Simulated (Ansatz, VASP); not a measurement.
**One calculation of Sb, two programs**

The input INCAR:

```
SYSTEM = Sb
PREC     = Accurate       ! precision mode
ENCUT    = 520            ! plane-wave cutoff, eV
EDIFF    = 1E-7           ! SCF threshold, eV
ISMEAR   = 0              ! smearing method
SIGMA    = 0.1            ! smearing width, eV
LREAL    = .FALSE.        ! projectors in reciprocal space
LASPH    = .TRUE.         ! aspherical terms in the spheres
NELM     = 80             ! most SCF steps
ALGO     = Normal         ! electronic algorithm
ISIF     = 2              ! what is computed and relaxed
LWAVE    = .FALSE.        ! write WAVECAR
LCHARG   = .TRUE.         ! write CHGCAR
GGA      = PS             ! functional
LELF     = .TRUE.         ! ELF
LVHAR    = .TRUE.       
NBANDS   = 8              ! bands
```

Contents of KPOINTS:

```
Automatic mesh
0
G
  10 10 8
  0 0 0
```

Contents of POSCAR:

```
Sb
1.0
    4.7772180872      0.0000000000      0.0000000000
    0.0000000000      4.7772180872      0.0000000000
    0.0000000000      0.0000000000      5.3594398276
Sb
1
Direct
    0.0000000000      0.0000000000      0.0000000000
```

Input for Ansatz:

```yaml
crystal:
  lattice:
    - [4.7772180872, 0.0, 0.0]
    - [0.0, 4.7772180872, 0.0]
    - [0.0, 0.0, 5.3594398276]
  atoms:
    - { symbol: Sb, position: [0.0, 0.0, 0.0] }
basis:
  ecutwfc: 420
kpoints:
  mp_grid: { grid: [10, 10, 8] }
hamiltonian:
  xc: pbesol
scf:
  occupations: { method: gaussian, width: 0.1 }
output:
  forces: true
  stress: true
  eigenvalues: true
```

Alike in both runs: task single point; functional PBEsol; k mesh 10 × 10 × 8; occupations gaussian, width 0.1 eV; no spin polarisation.

|  | VASP | Ansatz |
| --- | --- | --- |
| version | VASP 6.6.1 | Ansatz 0.2.0 |
| potentials or method | VASP PAW PBE potentials, release 64 (Sb) | scalar-relativistic, plane waves, PAW |
| plane-wave cutoff (eV) | 520 | 420 |
| valence electrons in the cell | 5 | 15 |

|  | VASP | Ansatz | Ansatz less VASP |
| --- | --- | --- | --- |
| gap on the k mesh at the Fermi level (eV) | none | none | - |
| pressure (GPa) | -2.4 | -2.4 | 0.00 |
| largest component of the traceless stress (GPa) | 0.84 | 0.84 | 0.000 |

A gap of «none» marks a metal or a gap that the smearing closes. The functional is the same, so the differences come from potentials, cutoffs and numerics. The two sets of potentials don't hold the same shells in valence.

Caveats: the PAW data sets were made with another functional, which shifts forces and pressure a little (VASP). Spin-orbit coupling is left out, which matters for the levels of Sb.
